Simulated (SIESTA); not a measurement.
The system is WS2, a slab with vacuum.

```
CELL_PARAMETERS angstrom
3.18295 0.00000 0.00000
-1.59148 2.75652 0.00000
0.00000 0.00000 28.53222
ATOMIC_POSITIONS crystal
W 0.66667 0.33333 0.43436
W 0.66667 0.33333 0.88553
W 0.00000 0.00000 0.65929
S 0.66667 0.33333 0.60463
S 0.00000 0.00000 0.37971
S 0.00000 0.00000 0.83085
S 0.66667 0.33333 0.71395
S 0.00000 0.00000 0.48903
S 0.00000 0.00000 0.94019
```

| Item | Value |
| --- | --- |
| Program | SIESTA 5.4.2 |
| Task | single point |
| Functional | PBE |
| Potentials or basis | PseudoDojo 0.4 standard (PBE files) |
| Basis | DZP (energy shift 0.003 Ry; two zetas on semicore shells) |
| Grid cutoff | 800 Ry |
| Energy shift | 0.003 Ry |
| k mesh | 10 × 10 × 1 |
| Occupations | fermi-dirac, width 0.05 eV |
| Spin | no spin polarisation |

On this cell: largest force 0.691 eV/Å; band gap on the k mesh 1.53 eV, indirect (least direct gap 2.16 eV).

The same run follows on a disturbed copy (atoms moved at random, drawn with an rms of 0.05 Å):

```xyz
9
Lattice="3.1830 0.0000 0.0000 -1.5915 2.7565 0.0000 0.0000 0.0000 28.5322" Properties=species:S:1:pos:R:3 pbc="T T T"
W     1.6182    0.9212   12.3509
W     1.5979    0.9133   25.2296
W     0.0411    0.0053   18.7842
S     1.5468    0.8934   17.2961
S     0.0331    0.0028   10.8151
S     0.0080    0.0410   23.6793
S     1.5991    0.9084   20.3692
S    -0.0342    0.0570   13.9243
S     0.0683   -0.0151   26.8033
```

Question: What does the disturbed cell give?

Answer: The energy moves by +25.0 meV/atom; largest force 2.517 eV/Å; band gap on the k mesh 1.38 eV, indirect (least direct gap 2.03 eV).

Forces in eV/Å, atoms in the order of the input:
```
W   -0.613  0.594  0.560
W    0.660  0.424  0.371
W   -1.495 -0.605  1.822
S    1.136  0.448 -2.201
S   -0.057 -0.027 -1.125
S   -0.035 -0.480 -0.838
S    0.358  0.159  0.372
S    0.670 -0.570  0.549
S   -0.622  0.053  0.489
```

Stress tensor (GPa, compression positive):
```
 3.88  0.42 -0.57
 0.42  3.12 -0.28
-0.57 -0.28  5.61
```

Caveats: short orbitals over semicore shells can move pressures by several GPa; spin-orbit coupling is left out, which moves the levels of the heavy elements; the basis of atomic orbitals isn't converged, which shifts pressures, moduli and gaps.

A k mesh can miss the band edges.
